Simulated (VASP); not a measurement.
InP:

```xyz
2
Lattice="0.0000 2.9538 2.9538 2.9538 0.0000 2.9538 2.9538 2.9538 0.0000" Properties=species:S:1:pos:R:3 pbc="T T T"
In    0.0000    0.0000    0.0000
P     1.4769    1.4769    1.4769
```

Base run:

| Item | Value |
| --- | --- |
| Program | VASP 6.6.1 |
| Functional | PBE |
| Potentials or basis | VASP PAW PBE potentials, release 64 (In_d, P) |
| Cutoff | 520 eV |
| k mesh | 8 × 8 × 8 |
| Occupations | gaussian, width 0.01 eV |
| Spin | no spin polarisation |

Its results: band gap on the k mesh 0.58 eV, direct; pressure 1.6 GPa.

Question: The run is repeated on the same cell with these changes: functional from PBE to r2SCAN; k mesh from 8 × 8 × 8 to 6 × 6 × 6. What comes out?

Answer: Band gap on the k mesh 1.03 eV, direct; pressure -0.1 GPa.

Several settings changed at once, so the effect can't be laid on one alone.

Caveats: spin-orbit coupling is left out, which moves the levels of the heavy elements; the PAW data sets were made with another functional, which shifts forces and pressure a little (some runs).

